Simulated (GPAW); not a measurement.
# How the form of the self-energy moves the gap of CdSe (Cadmoselite)

Aim: compare treatments of exchange, screening and correlation for the gap of CdSe (Cadmoselite).

Program: GPAW 26.7.0. Level of theory: LDA and many-body steps on it, plane waves. Results are calculated unless marked as measured.

The database entry behind the starting cell differs from later determinations by our own check (inner coordinate of an old entry), so it need not match the best structure at ambient conditions.

## 1. Set-up

The structure is hexagonal, space group P6_3mc (No. 186). The conventional cell has a = 4.300 Å, b = 4.300 Å, c = 7.020 Å, α = 90.00°, β = 90.00°, γ = 120.00°. Nearest to Cd lie 4 Se at 2.61 to 2.70 Å. Nearest to Se lie 4 Cd at 2.61 to 2.70 Å. Farther neighbours and most contacts between anions are not listed.

Coordinates:

```xyz
4
Lattice="4.3000 0.0000 0.0000 -2.1500 3.7239 0.0000 0.0000 0.0000 7.0200" Properties=species:S:1:pos:R:3 pbc="T T T"
Cd    0.0000    2.4826    0.0000
Cd    2.1500    1.2413    3.5100
Se    0.0000    2.4826    2.7027
Se    2.1500    1.2413    6.2127
```

The cell and positions come from the Crystallography Open Database and are kept as given unless a step says otherwise.

## 2. Empty states on the mesh, 3×3×2 mesh, 1018 bands

This step: GPAW 26.7.0; DFT, LDA, plane waves, PAW.

The sums over transitions need many empty states on a uniform mesh; this step solves for them.

The input, run.py:

```python
import json
import numpy as np
from gpaw.mpi import world
from gpaw import GPAW

calc = GPAW('gs.gpw').fixed_density(kpts={'size': (3, 3, 2), 'gamma': True},
    parallel={'domain': 1, 'band': 1},
    txt='nscf.txt')
calc.diagonalize_full_hamiltonian(nbands=1018)
calc.write('full.gpw', mode='all')
res = {}
kpts = calc.get_ibz_k_points()
res['kpts'] = kpts
res['eigenvalues'] = [calc.get_eigenvalues(kpt=k) for k in range(len(kpts))]
res['n_electrons'] = calc.get_number_of_electrons()

if world.rank == 0:
    with open('result.json', 'w') as f:
        json.dump(res, f, default=lambda x: x.tolist())
```

Command:

```sh
mpirun -n 4 gpaw python run.py
```

Numbers of over 12 decimals in the logs are rounded to 6 here.

Log:

```text
Diagonalizing LCAO Hamiltonian
Converting LCAO to pw mode
convergence criteria:
- Maximum integral of absolute [eigenst]ate change: 4e-08 eV^2 / valence electron
maximum number of iterations: 100

SCF iterations
|iter     |     time |      energy | eigst |  dens |
|iter:   1|  |             | +0.48 |       |
|iter:   2|  |             | -1.13 |       |
|iter:   3|  |             | -2.13 |       |
[...]
|iter:   8|  |             | -6.30 |       |
|iter:   9|  |             | -7.21 |       |
|iter:  10|  |             | -7.82c|       |
SCF steps: 10
  __  _  _
 | _ |_)|_||  |
 |__||  | ||/\| - 26.7.0

Input parameters:
  mode=PW(ecut=450.000000),
  convergence={'density': 1e-06, 'bands': -3},
  gpts=array([24, 24, 35]),
  kpts=MonkhorstPack(size=(3, 3, 2), gamma=True),
  maxiter=100,
  nbands=26,
  occupations=Occupations(name='fermi-dirac', width=0.001, fixmagmom=False),
  parallel={'domain': 1, 'band': 1},
  xc=XC(name='LDA')
Matrix size: 2431x2431
# Writing to full.gpw (mode='all')
  [... matrices ...]

timing:  # [seconds]
  Total: 24.821  # ━━━━━━━━━━━━━━━━━━━━━━━━━━━━━━━━━━━━━━━━━━━━━━━━━━━━━━━━━━
```

Wall time 31 s (4 MPI ranks of AMD EPYC 7R43, shared host); peak memory 2.4 GiB; 2.1 min of CPU time.

This step gave:

```yaml
gap: 0.4228 eV
k_of_the_valence_top: 0, 0, 0
k_of_the_conduction_bottom: 0, 0, 0
least_direct_gap: 0.4228 eV
k_points_computed: 6
lowest_point_of_the_top_converged_band_above_the_valence_top: 238.5141 eV
```

On this mesh the gap is 0.423 eV.

## 3. G0W0, Godby-Needs plasmon pole

Now the one-shot GW correction: screening in the RPA, then the self-energy of the levels asked for.

This step: G0W0 on LDA, plane waves, PAW.

The input, run.py:

```python
import json
import numpy as np
from gpaw.mpi import world
from gpaw.response.g0w0 import G0W0

gw = G0W0('full.gpw',
    filename='gw',
    kpts=[0],
    bands=(16, 20),
    ecut=150,
    nbands=468,
    integrate_gamma='WS',
    ppa=True)
gw.calculate()
res = {mode: {k: v for k, v in r.items() if k != 'sigma_eskwn'}
       for mode, r in gw.all_results.items()}

if world.rank == 0:
    with open('result.json', 'w') as f:
        json.dump(res, f, default=lambda x: x.tolist())
```

Command:

```sh
mpirun -n 4 gpaw python run.py
```

Log:

```text
Using integrator: PointIntegrator
FrequencyGridDescriptor(from 0.000+0.000j to 0.000+27.211j eV, 2 points)
Nonperiodic BCs:  [False False False]
Using integrator: PointIntegrator
FrequencyGridDescriptor(from 0.000+0.000j to 0.000+27.211j eV, 2 points)
Nonperiodic BCs:  [False False False]
  ___  _ _ _
 |   || | | |
 | | || | | |
 |__ ||_____|
 |___|

BZ k-points: Symmetries present (total): 6

  [... matrices ...]
18 k-points: 3 x 3 x 2 Monkhorst-Pack grid + [0.000000,0.000000,1/4]
6 k-points in the irreducible part of the Brillouin zone
       k-points in crystal coordinates                weights
   0:     0.00000000    0.00000000    0.00000000          1/18
   1:     0.00000000    0.00000000    0.50000000          1/18
   2:     0.33333333    0.00000000    0.00000000          6/18
   3:     0.33333333    0.00000000    0.50000000          6/18
   4:     0.33333333    0.33333333    0.00000000          2/18
   5:     0.33333333    0.33333333    0.50000000          2/18

Distributing spins, k-points and bands (1 x 1 x 4) over 4 processes
Number of blocks: 1

Quasi particle states:
k-points (IBZ indices): [0]
Band range: (16, 20)
  [... matrices ...]
Computational parameters:
Plane wave cut-off: 150 eV
Number of bands: 468
Coulomb cutoff: None
Broadening: 0.1 eV

fxc modes: GW
Kernel: RPA
Using Godby-Needs plasmon-pole approximation:
  Fitting energy: i*E0, E0 = 1.000 Hartree
Summing all q:

Calculating screened Coulomb potential
No Coulomb truncation
FrequencyGridDescriptor(from 0.000+0.000j to 0.000+27.211j eV, 2 points)
Removing empty qpoint cache files...

Calculating chi0 body with:
    Ground state adapter containing:
    Number of spins: 1
    Number of kpoints: 18
    Number of irreducible kpoints: 6
    Number of completely occupied states: 18
    Number of partially occupied states: 18
    Occupied states memory: 5.537109375 M / cpu

    Linear response parametrization:
    q_c: [0.0, 0.0, 0.0]
    Number of frequency points: 2
    Planewave cutoff: 150.0
    Number of bands: 468
    Number of planewaves: 465
    Broadening (eta): 1e-06
    comm.size: 4
    kncomm.size: 4
    blockcomm.size: 1

    Memory estimate of potentially large arrays:
        chi0_wGG: 6.598663 M / cpu
Integrating chi0 body.

Symmetries of q_c:
    Direct symmetries (Uq -> q): 6
    Indirect symmetries (TUq -> q): 6
In total 12 allowed symmetries.

  [... matrices ...]
6 groups of equivalent kpoints. 66.666667% reduction.

Integral kind: response function
Integrating chi0 head and wings.

Symmetries of q_c:
    Direct symmetries (Uq -> q): 6
    Indirect symmetries (TUq -> q): 6
In total 12 allowed symmetries.

  [... matrices ...]
6 groups of equivalent kpoints. 66.666667% reduction.

Integral kind: response function wings

Calculating chi0 body with:
    Ground state adapter containing:
    Number of spins: 1
    Number of kpoints: 18
    Number of irreducible kpoints: 6
    Number of completely occupied states: 18
    Number of partially occupied states: 18
    Occupied states memory: 5.537109375 M / cpu

[... the further q-points ...]

Results:
f:      Occupation numbers
eps:     KS-eigenvalues [eV]
vxc:     KS vxc [eV]
exx:     Exact exchange [eV]
sigma:   Self-energies [eV]
dsigma:  Self-energy derivatives
Z:       Renormalization factors
qp:      QP-energies [eV]

k-point 0 (0): (0.000, 0.000, 0.000)                GW
band       f     eps     vxc     exx   sigma  dsigma       Z      qp
                                                                   GW
  16   1.000   3.318 -17.911 -20.309   1.910  -0.274   0.785   2.934
  17   1.000   3.318 -17.911 -20.309   1.910  -0.274   0.785   2.934
  18   0.000   3.741 -13.595  -9.392  -3.548  -0.244   0.804   4.268
  19   0.000   5.208 -13.016  -8.331  -3.992  -0.245   0.803   5.764
```

Wall time 2.7 min (4 MPI ranks); peak memory 2.3 GiB.

This step gave:

* G0W0 gap on the points computed: 1.334 eV
* least direct G0W0 gap on the computed points: 1.334 eV
* Z at the valence top: 0.7847
* Z at the conduction bottom: 0.8040
* starting gap on the mesh: 0.4228 eV
* k of the valence top: 0, 0, 0
* k of the conduction bottom: 0, 0, 0

The gap on the mesh goes from 0.42 eV to 1.33 eV, a correction of +0.91 eV.

## 4. One-shot HSE06

This step: one-shot HSE06 levels on LDA orbitals, plane waves, PAW.

The input, run.py:

```python
import json
import numpy as np
from gpaw.mpi import world
from gpaw.hybrids.eigenvalues import non_self_consistent_eigenvalues

dft, vxc, vxc_hyb = non_self_consistent_eigenvalues('full.gpw', 'HSE06', 16, 20, kpt_indices=[0])
res = {'dft': dft[0], 'hybrid': (dft - vxc + vxc_hyb)[0]}
if world.rank == 0:
    with open('hybrid.txt', 'w') as f:
        for k, e0, e1 in zip([0], res['dft'], res['hybrid']):
            print(k, ' '.join(f'{x:9.4f}' for x in e0), '|', ' '.join(f'{x:9.4f}' for x in e1), file=f)

if world.rank == 0:
    with open('result.json', 'w') as f:
        json.dump(res, f, default=lambda x: x.tolist())
```

Command:

```sh
mpirun -n 4 gpaw python run.py
```

Log:

```text
IBZ(<points: 6, symmetries: 6>)
Occupied bands: 18
Transforming wave functions from IBZ to BZ: 0.031 seconds
Distributing wave functions and iFFT-ing to real space: 0.109 seconds
Calculating eigenvalues:
  k-points: 1
  Bands: 16-19 (inclusive)
  Seconds: 0.211 (wave-function broadcasting: 0.008 seconds)
HSE06-eigenvalue shifts:
  min: -0.373 eV
  ave: 0.203 eV
  max: 0.810 eV
```

It took 5.6 s on 4 MPI ranks; peak memory 0.79 GiB.

Numbers from this step:

| Property | Result |
| --- | --- |
| starting gap on the mesh | 0.4228 eV |
| hybrid gap on the mesh | 1.543 eV |
| least direct hybrid gap on the computed points | 1.543 eV |

## 5. G0W0, extrapolated in the cutoff

This step: G0W0 on LDA, plane waves, PAW.

The input, run.py:

```python
import json
import numpy as np
from gpaw.mpi import world
from gpaw.response.g0w0 import G0W0

gw = G0W0('full.gpw',
    filename='gw',
    kpts=[0],
    bands=(16, 20),
    ecut=250.0,
    integrate_gamma='WS',
    ppa=True,
    ecut_extrapolation=True)
gw.calculate()
res = {mode: {k: v for k, v in r.items() if k != 'sigma_eskwn'}
       for mode, r in gw.all_results.items()}

if world.rank == 0:
    with open('result.json', 'w') as f:
        json.dump(res, f, default=lambda x: x.tolist())
```

Command:

```sh
mpirun -n 4 gpaw python run.py
```

Log:

```text
Using integrator: PointIntegrator
FrequencyGridDescriptor(from 0.000+0.000j to 0.000+27.211j eV, 2 points)
Nonperiodic BCs:  [False False False]
Using integrator: PointIntegrator
FrequencyGridDescriptor(from 0.000+0.000j to 0.000+27.211j eV, 2 points)
Nonperiodic BCs:  [False False False]
  ___  _ _ _
 |   || | | |
 | | || | | |
 |__ ||_____|
 |___|

BZ k-points: Symmetries present (total): 6

  [... matrices ...]
18 k-points: 3 x 3 x 2 Monkhorst-Pack grid + [0.000000,0.000000,1/4]
6 k-points in the irreducible part of the Brillouin zone
       k-points in crystal coordinates                weights
   0:     0.00000000    0.00000000    0.00000000          1/18
   1:     0.00000000    0.00000000    0.50000000          1/18
   2:     0.33333333    0.00000000    0.00000000          6/18
   3:     0.33333333    0.00000000    0.50000000          6/18
   4:     0.33333333    0.33333333    0.00000000          2/18
   5:     0.33333333    0.33333333    0.50000000          2/18

Distributing spins, k-points and bands (1 x 1 x 4) over 4 processes
Number of blocks: 1

Quasi particle states:
k-points (IBZ indices): [0]
Band range: (16, 20)
  [... matrices ...]
Computational parameters:
Extrapolating to infinite plane wave cut-off using points at:
  215.443 eV
  231.120 eV
  250.000 eV
Number of bands: 1008
Coulomb cutoff: None
Broadening: 0.1 eV

fxc modes: GW
Kernel: RPA
Using Godby-Needs plasmon-pole approximation:
  Fitting energy: i*E0, E0 = 1.000 Hartree
Summing all q:

Calculating screened Coulomb potential
No Coulomb truncation
FrequencyGridDescriptor(from 0.000+0.000j to 0.000+27.211j eV, 2 points)
Removing empty qpoint cache files...

Calculating chi0 body with:
    Ground state adapter containing:
    Number of spins: 1
    Number of kpoints: 18
[...]
Number of partially occupied states: 18
    Occupied states memory: 5.537109375 M / cpu

    Linear response parametrization:
    q_c: [0.0, 0.0, 0.0]
    Number of frequency points: 2
    Planewave cutoff: 250.0
    Number of bands: 1008
    Number of planewaves: 1015
    Broadening (eta): 1e-06
    comm.size: 4
    kncomm.size: 4
    blockcomm.size: 1

    Memory estimate of potentially large arrays:
        chi0_wGG: 31.439972 M / cpu
Integrating chi0 body.

Symmetries of q_c:
    Direct symmetries (Uq -> q): 6
    Indirect symmetries (TUq -> q): 6
In total 12 allowed symmetries.

  [... matrices ...]
6 groups of equivalent kpoints. 66.666667% reduction.

Integral kind: response function
Integrating chi0 head and wings.

Symmetries of q_c:
    Direct symmetries (Uq -> q): 6
    Indirect symmetries (TUq -> q): 6
In total 12 allowed symmetries.

  [... matrices ...]
6 groups of equivalent kpoints. 66.666667% reduction.

Integral kind: response function wings

Calculating chi0 body with:
    Ground state adapter containing:
    Number of spins: 1
    Number of kpoints: 18
    Number of irreducible kpoints: 6
    Number of completely occupied states: 18
    Number of partially occupied states: 18
    Occupied states memory: 5.537109375 M / cpu

[... the further q-points ...]
Extrapolating selfenergy to infinite energy cutoff:
  Performing linear fit to 3 points
  Minimum R^2 = 0.9949. (R^2 Should be close to 1)
  [... matrices ...]
Results:
f:      Occupation numbers
eps:     KS-eigenvalues [eV]
vxc:     KS vxc [eV]
exx:     Exact exchange [eV]
sigma:   Self-energies [eV]
dsigma:  Self-energy derivatives
Z:       Renormalization factors
qp:      QP-energies [eV]

k-point 0 (0): (0.000, 0.000, 0.000)                GW
band       f     eps     vxc     exx   sigma  dsigma       Z      qp
                                                                   GW
  16   1.000   3.318 -17.911 -20.309   1.723  -0.275   0.784   2.788
  17   1.000   3.318 -17.911 -20.309   1.723  -0.275   0.784   2.788
  18   0.000   3.741 -13.595  -9.392  -3.657  -0.245   0.803   4.180
  19   0.000   5.208 -13.016  -8.331  -4.091  -0.246   0.803   5.685
```

Run time: 36 min. Hardware: 4 MPI ranks; peak memory 4.1 GiB; 2.4 h of CPU time.

Numbers from this step:

```
quasiparticle gap on the points computed              : 1.392 eV
least direct quasiparticle gap on the computed points : 1.392 eV
Z at the valence top                                  : 0.7840
Z at the conduction bottom                            : 0.8034
starting gap on the mesh                              : 0.4228 eV
k of the valence top                                  : 0, 0, 0
k of the conduction bottom                            : 0, 0, 0
gaps at the cutoffs of the extrapolation              : 1.355, 1.358, 1.362 eV
```

Against G0W0 in GPAW (3×3×2 mesh, 468 bands, screening to 150 eV, Godby-Needs plasmon pole), the gap moves by +0.058 eV.

## 6. One-shot Hartree-Fock

This step: one-shot Hartree-Fock levels on LDA orbitals, plane waves, PAW.

The input, run.py:

```python
import json
import numpy as np
from gpaw.mpi import world
from gpaw.hybrids.eigenvalues import non_self_consistent_eigenvalues

dft, vxc, vxc_hyb = non_self_consistent_eigenvalues('full.gpw', 'EXX', 16, 20, kpt_indices=[0])
res = {'dft': dft[0], 'hybrid': (dft - vxc + vxc_hyb)[0]}
if world.rank == 0:
    with open('hybrid.txt', 'w') as f:
        for k, e0, e1 in zip([0], res['dft'], res['hybrid']):
            print(k, ' '.join(f'{x:9.4f}' for x in e0), '|', ' '.join(f'{x:9.4f}' for x in e1), file=f)

if world.rank == 0:
    with open('result.json', 'w') as f:
        json.dump(res, f, default=lambda x: x.tolist())
```

Command:

```sh
mpirun -n 4 gpaw python run.py
```

Log:

```text
IBZ(<points: 6, symmetries: 6>)
Occupied bands: 18
Transforming wave functions from IBZ to BZ: 0.028 seconds
Distributing wave functions and iFFT-ing to real space: 0.120 seconds
Calculating eigenvalues:
  k-points: 1
  Bands: 16-19 (inclusive)
  Seconds: 0.269 (wave-function broadcasting: 0.007 seconds)
HSE06-eigenvalue shifts:
  min: -2.399 eV
  ave: 1.023 eV
  max: 4.685 eV
```

Wall time 5 s (4 MPI ranks); peak memory 0.79 GiB.

This step gave:

```yaml
starting_gap_on_the_mesh: 0.4228 eV
hybrid_gap_on_the_mesh: 7.025 eV
least_direct_hybrid_gap_on_the_computed_points: 7.025 eV
```

## 7. G0W0, full frequency, Hilbert transform

This step: G0W0 on LDA, plane waves, PAW.

The input, run.py:

```python
import json
import numpy as np
from gpaw.mpi import world
from gpaw.response.g0w0 import G0W0

gw = G0W0('full.gpw',
    filename='gw',
    kpts=[0],
    bands=(16, 20),
    ecut=150,
    nbands=468,
    integrate_gamma='WS',
    frequencies={'type': 'nonlinear', 'domega0': 0.1, 'omega2': 15.0},
    eta=0.1,
    nblocksmax=True)
gw.calculate()
res = {mode: {k: v for k, v in r.items() if k != 'sigma_eskwn'}
       for mode, r in gw.all_results.items()}

if world.rank == 0:
    with open('result.json', 'w') as f:
        json.dump(res, f, default=lambda x: x.tolist())
```

Command:

```sh
mpirun -n 4 gpaw python run.py
```

Log:

```text
Using integrator: PointIntegrator
NonLinearFrequencyDescriptor(from 0.000 to 153.481 eV, 294 points)
Nonperiodic BCs:  [False False False]
Using integrator: PointIntegrator
NonLinearFrequencyDescriptor(from 0.000 to 153.481 eV, 294 points)
Nonperiodic BCs:  [False False False]
  ___  _ _ _
 |   || | | |
 | | || | | |
 |__ ||_____|
 |___|

BZ k-points: Symmetries present (total): 6

  [... matrices ...]
18 k-points: 3 x 3 x 2 Monkhorst-Pack grid + [0.000000,0.000000,1/4]
6 k-points in the irreducible part of the Brillouin zone
[...]
Results:
f:      Occupation numbers
eps:     KS-eigenvalues [eV]
vxc:     KS vxc [eV]
exx:     Exact exchange [eV]
sigma:   Self-energies [eV]
dsigma:  Self-energy derivatives
Z:       Renormalization factors
qp:      QP-energies [eV]

k-point 0 (0): (0.000, 0.000, 0.000)                GW
band       f     eps     vxc     exx   sigma  dsigma       Z      qp
                                                                   GW
  16   1.000   3.318 -17.911 -20.309   1.874  -0.368   0.731   2.935
  17   1.000   3.318 -17.911 -20.309   1.874  -0.368   0.731   2.935
  18   0.000   3.741 -13.595  -9.392  -3.550  -0.292   0.774   4.246
  19   0.000   5.208 -13.016  -8.331  -3.981  -0.319   0.758   5.741
```

It took 9.7 min on 4 MPI ranks; peak memory 6.7 GiB; 39 min of CPU time.

This step gave:

```yaml
g0w0_gap_on_the_points_computed: 1.312 eV
least_direct_g0w0_gap_on_the_computed_points: 1.312 eV
starting_gap_on_the_mesh: 0.4228 eV
k_of_the_valence_top: 0, 0, 0
k_of_the_conduction_bottom: 0, 0, 0
```

Against G0W0 in GPAW (3×3×2 mesh, 468 bands, screening to 150 eV, Godby-Needs plasmon pole), the gap moves by −0.022 eV.

## 8. Side by side

Times are wall times on 4 MPI ranks of AMD EPYC 7R43, shared host, good to a factor of about two.

```csv
run,mesh,bands,screening cutoff (eV),DFT gap (eV),gap on the mesh (eV),direct (eV),time
"G0W0, Godby-Needs plasmon pole",3×3×2,468,150,0.423,1.334,1.334,2.7 min
one-shot HSE06,3×3×2,-,-,0.423,1.543,1.543,5.6 s
"G0W0, extrapolated in the cutoff",3×3×2,-,250,0.423,1.392,1.392,36 min
one-shot Hartree-Fock,3×3×2,-,-,0.423,7.025,7.025,5 s
"G0W0, full frequency, Hilbert transform",3×3×2,468,150,0.423,1.312,1.312,9.7 min
```

## 9. What came out

```yaml
g0w0_godby_needs_plasmon_pole: 1.334 eV
one_shot_hse06: 1.543 eV
g0w0_extrapolated_in_the_cutoff: 1.392 eV
one_shot_hartree_fock: 7.025 eV
g0w0_full_frequency_hilbert_transform: 1.312 eV
known_limits: not at the basis limit; no spin-orbit coupling; coarse k mesh
```

One-shot HSE06: +0.209 eV against G0W0, Godby-Needs plasmon pole. G0W0, extrapolated in the cutoff: +0.058 eV against G0W0, Godby-Needs plasmon pole, at other bands or cutoff, so not like for like. One-shot Hartree-Fock: +5.691 eV against G0W0, Godby-Needs plasmon pole. G0W0, full frequency, Hilbert transform: −0.022 eV against G0W0, Godby-Needs plasmon pole. Bare exchange alone opens the gap to 7.02 eV; against G0W0, correlation takes back 5.69 eV. One-shot hybrid levels are evaluated on the LDA orbitals. Bands and cutoff are finite, so the gap is not at the basis limit. The miss can reach some tenths of an eV and take either sign; the mesh is an error of its own. These stock PAW sets were not made for GW; the filled d or f shell of Se lies in the frozen core, which bears on start and correction. In the G0W0 runs levels were corrected at 1 k point alone, so a gap called «on the mesh» is the least over those, and an edge elsewhere would be missed. The 3×3×2 mesh is coarse for this cell, which bears on the long-range parts of exchange and screening. The many-body steps are scalar-relativistic: spin-orbit coupling is not in them.

[Paths, hosts, dates, memory and timing lines, banners, echoed tables and standing remarks are left out of the program output.]

[Logs are printed without paths, hosts, clocks, repeated set-up lines and the standing remarks that a program may print on its own settings, such as how far it seeks lower states.]

[Runs of the session that timed out or met a known fault of the program may be left out.]

[Hosts, paths, dates, database ids (printed as entryN), source tags and the programs' standing remarks are cut or masked in the printed files.]
